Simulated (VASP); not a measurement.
# MgO2 (I4/mcm) in VASP: further runs, part 2 of 2

VASP 6.6.1. Earlier steps stand in the parts before.

### Step 3. Relaxation of cell and atoms, LDA, target pressure 104 GPa, at which the enthalpy is minimised

This run uses another cell than the first one, of 6.00 Å³/atom, 0.949 times its volume.

INCAR reads:

```
PREC = Accurate ; ENCUT = 520
EDIFF = 1E-7 ; ISMEAR = 0
SIGMA = 0.02 ; LREAL = F
LASPH = T ; NELM = 100
ALGO = Normal ; ISIF = 3
LWAVE = F ; LCHARG = F
GGA = CA ; IBRION = 2
NSW = 80 ; EDIFFG = -0.002
PSTRESS = 1040.0 ; KPAR = 4
```

KPOINTS reads:

```
Automatic mesh
0
Gamma
  12 12 12
```

POSCAR reads:

```
MgO2                                    
1.0
   -1.9713050616      1.9713050616      2.3171036928
    1.9713050616     -1.9713050616      2.3171036928
    1.9713050616      1.9713050616     -2.3171036928
  Mg              O             
     2     4
Direct
     0.2500000000000000    0.2500000000000000    0.0000000000000000
     0.7500000000000000    0.7500000000000000    0.0000000000000000
     0.1243268937909534    0.6243268937909534    0.7486537875819070
     0.6243268937909535    0.8756731062090465    0.5000000000000000
     0.8756731062090465    0.3756731062090465    0.2513462124180861
     0.3756731062090465    0.1243268937909534    0.5000000000000000
```

Potentials or basis: VASP PAW LDA potentials, release 64 (Mg, O).

Command:

```
> cat potpaw_LDA.64/Mg/POTCAR potpaw_LDA.64/O/POTCAR > POTCAR
> mpirun -np 4 vasp_std > vasp.out
```

OUTCAR:

```text
PREC = Accurate
   ENCUT = 520
   EDIFF = 1E-7
   ISMEAR = 0
   LREAL = F
   LASPH = T
   NELM = 100
   ISIF = 3
   GGA = CA
   IBRION = 2
   NSW = 80
   EDIFFG = -0.002
   PSTRESS = 1040.0

 ion  position               nearest neighbor table
   1  0.250  0.250  0.000-   5 1.94   3 1.94   4 1.94   6 1.94   6 1.94   4 1.94   3 1.94   5 1.94
                             2 2.32   2 2.32   4 2.76   4 2.76   6 2.76   6 2.76   3 2.76   5 2.76
   2  0.750  0.750  0.000-   5 1.94   3 1.94   4 1.94   6 1.94   4 1.94   6 1.94   3 1.94   5 1.94
                             1 2.32   1 2.32   4 2.76   6 2.76   4 2.76   6 2.76   3 2.76   5 2.76
   3  0.124  0.624  0.749-   5 1.39   2 1.94   1 1.94   1 1.94   2 1.94   2 2.76   1 2.76   1 2.76
                             2 2.76
   4  0.624  0.876  0.500-   6 1.39   2 1.94   1 1.94   2 1.94   1 1.94   1 2.76   2 2.76   1 2.76
                             2 2.76
   5  0.876  0.376  0.251-   3 1.39   2 1.94   1 1.94   2 1.94   1 1.94   1 2.76   2 2.76   2 2.76
                             1 2.76
[... 292 lines left out ...]
  energy without entropy =      -33.30960384  energy(sigma->0) =      -33.30960384

 E-fermi :   9.2603     XC(G=0): -13.9157

 val. band max:        9.1240197444   @ k =   0.5000   0.5000   0.5000
 cond. band min:      12.9436761789   @ k =  -0.3333   0.2500   0.0000
 fundamental gap:      3.8196564345
 Fermi energy:         9.2603459795

 k-point     1 :       0.0000    0.0000    0.0000
  band No.  band energies     occupation
      1     -17.0901      2.00000
      2     -13.5590      2.00000
      3      -7.3436      2.00000
      4      -7.3436      2.00000
      5      -0.3412      2.00000
      6      -0.1239      2.00000
[... 481 lines left out ...]
      5      -1.5511      2.00000
      6      -1.1141      2.00000
[... 10 lines left out ...]
     17      20.0148      0.00000
     18      20.9702      0.00000

 [... further k-points ...]

------------------------ aborting loop because EDIFF is reached ----------------------------------------

  FORCE on cell =-STRESS in cart. coord.  units (eV):
  Direction    XX          YY          ZZ          XY          YZ          ZX
  --------------------------------------------------------------------------------------
  -------------------------------------------------------------------------------------
  Total       23.3815581     23.3815581     23.3793663      0.0000000      0.0000000      0.0000000
  in kB     1039.9694953   1039.9694953   1039.8720087      0.0000000      0.0000000      0.0000000
  external PRESSURE =      -0.0630002 kB  Pullay stress =    1040.0000000 kB
[... 25 lines left out ...]
  energy  without entropy=      -33.3096038419  energy(sigma->0) =      -33.30960384

  enthalpy is  TOTEN    =        -9.9273599393 eV   P V=       23.3822439026

 reached required accuracy - stopping structural energy minimisation
```

It took 28 s on 4 MPI ranks of Intel Xeon Platinum 8488C (Sapphire Rapids), shared host; peak memory 0.2 GiB.

What came out:

```
Free energy                                            : -33.3096 eV
Relaxed volume                                         : 6.00 Å³/atom
Relaxed cell                                           : a = 3.625 Å, b = 3.625 Å, c = 3.625 Å, α = 114.11°, β = 114.11°, γ = 100.54°
Space group after relaxing (to 0.05 Å)                 : I4/mcm (No. 140)
Energy change on relaxing (the enthalpy is what falls) : -0.5 meV/atom
Ionic steps                                            : 3
Pressure after relaxing                                : 104.0 GPa
Band gap on the k mesh                                 : 3.82 eV, indirect (least direct gap 4.83 eV)
```

The path:
```csv
step,energy change (eV),largest force (eV/Å),pressure (GPa),volume (Å³)
1,0.0000,0.0008,104.07,36.02
2,-0.0090,0.0053,103.84,36.03
3,-0.0027,0.0010,103.99,36.02
```

Final structure:
```xyz
6
Lattice="-1.9714 1.9714 2.3172 1.9714 -1.9714 2.3172 1.9714 1.9714 -2.3172" Properties=species:S:1:pos:R:3 pbc="T T T"
Mg    0.0000    0.0000    1.1586
Mg    0.0000    0.0000    3.4757
O     2.4616    0.4902    0.0000
O     1.4812    0.4902    2.3172
O    -0.4902    1.4812    2.3172
O     0.4902    1.4812    0.0000
```

Levels at points of the mesh, in eV from the valence-band top:
```tsv
k point	band 10	band 11	band 12	band 13	band 14	band 15	band 16	band 17	band 18
(0.00, 0.00, 0.00)	-5.82	-4.90	-4.17	-4.17	-0.60	5.30	5.30	8.57	11.56
(0.50, 0.00, 0.00)	-5.31	-3.04	-3.04	-2.52	-2.52	3.91	3.91	11.18	11.18
(0.50, 0.50, 0.00)	-4.91	-4.56	-3.05	-2.78	-1.71	4.55	4.97	10.63	10.88
(0.50, 0.50, 0.50)	-7.25	-4.32	-1.75	-1.75	0.00	5.08	5.08	12.06	12.75
```

Caveat: the cell is relaxed towards a set pressure, so the enthalpy falls and the energy may rise.
